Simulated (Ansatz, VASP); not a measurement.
# One calculation of AlNi, two programs

```
CELL_PARAMETERS angstrom
2.86217 0.00000 0.00000
0.00000 2.86217 0.00000
0.00000 0.00000 2.86217
ATOMIC_POSITIONS crystal
Al 0.00000 0.00000 0.00000
Ni 0.50000 0.50000 0.50000
```

Alike in both runs: functional PBEsol; k mesh 14 × 14 × 14; occupations gaussian, width 0.1 eV; no spin polarisation.

Ansatz relaxed the structure, and its values are those at the end. VASP's run is a single point on that final structure, the one shown.

```csv
,VASP,Ansatz
version,VASP 6.6.1,Ansatz 0.2.0
potentials or method,"VASP PAW PBE potentials, release 64 (Al, Ni)","scalar-relativistic, plane waves, PAW"
plane-wave cutoff (eV),520,420
valence electrons in the cell,13,21
```

```csv
,VASP,Ansatz,Ansatz less VASP
gap on the k mesh at the Fermi level (eV),none,none,-
pressure (GPa),0.2,0.0,-0.13
```

A gap of «none» marks a metal or a gap that the smearing closes. The functional is the same, so the differences come from potentials, cutoffs and numerics. The two sets of potentials don't hold the same shells in valence.

Caveats: the PAW data sets were made with another functional, which shifts forces and pressure a little (VASP). Spin polarisation is off, so any magnetic state and its effect on volume and gap are missing.
